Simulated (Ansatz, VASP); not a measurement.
**One calculation of Ag, two programs**

Contents of INCAR:

```
PREC     = Accurate       # precision mode
ENCUT    = 520            # plane-wave cutoff, eV
EDIFF    = 1E-7           # SCF threshold, eV
ISMEAR   = -1             # smearing method
SIGMA    = 0.05           # smearing width, eV
LREAL    = F              # projectors in reciprocal space
LASPH    = T              # aspherical terms in the spheres
NELM     = 80             # most SCF steps
ALGO     = Normal         # electronic algorithm
ISIF     = 2              # what is computed and relaxed
LWAVE    = F              # write WAVECAR
LCHARG   = T              # write CHGCAR
GGA      = PE             # functional
LELF     = T              # ELF
LVHAR    = T            
NBANDS   = 12             # bands
```

The input KPOINTS:

```
Automatic mesh
0
Gamma
  16 16 16
```

File POSCAR:

```
Ag
1.0
   -1.5585317226      1.5585317226      1.5585317226
    1.5585317226     -1.5585317226      1.5585317226
    1.5585317226      1.5585317226     -1.5585317226
Ag
1
Direct
    0.0000000000      0.0000000000      0.0000000000
```

Input for Ansatz:

```yaml
crystal:
  lattice:
    - [-1.5585317226, 1.5585317226, 1.5585317226]
    - [1.5585317226, -1.5585317226, 1.5585317226]
    - [1.5585317226, 1.5585317226, -1.5585317226]
  atoms:
    - { symbol: Ag, position: [0.0, 0.0, 0.0] }
kpoints:
  mp_grid: { grid: [16, 16, 16] }
scf:
  occupations: { method: fermi_dirac, width: 0.05 }
hamiltonian:
  xc: pbe
  pseudopotentials: { kind: all_electron, lapw: { basis_error: 0.001 } }
output:
  forces: true
  stress: true
  eigenvalues: true
  populations: true
```

Change from the starting cell: volume scaled by 0.84, LAPW.

Alike in both runs: task single point; functional PBE; k mesh 16 × 16 × 16; occupations fermi-dirac, width 0.05 eV; no spin polarisation.

```csv
,VASP,Ansatz
version,VASP 6.6.1,Ansatz 0.2.0
potentials or method,"VASP PAW PBE potentials, release 64 (Ag)","all-electron LAPW, scalar-relativistic"
plane-wave cutoff (eV),520,see its input
```

Ansatz gave:

* pressure (GPa): 24.8

Task: Which values does VASP return?

Result: Pressure (GPa): 24.5.

Ansatz ran all-electron here, so the differences hold the error of VASP's frozen core and of both bases.

Caveats: so large a pressure means that the cell lies far from this level's equilibrium, or that cutoff or potentials fall short (VASP).
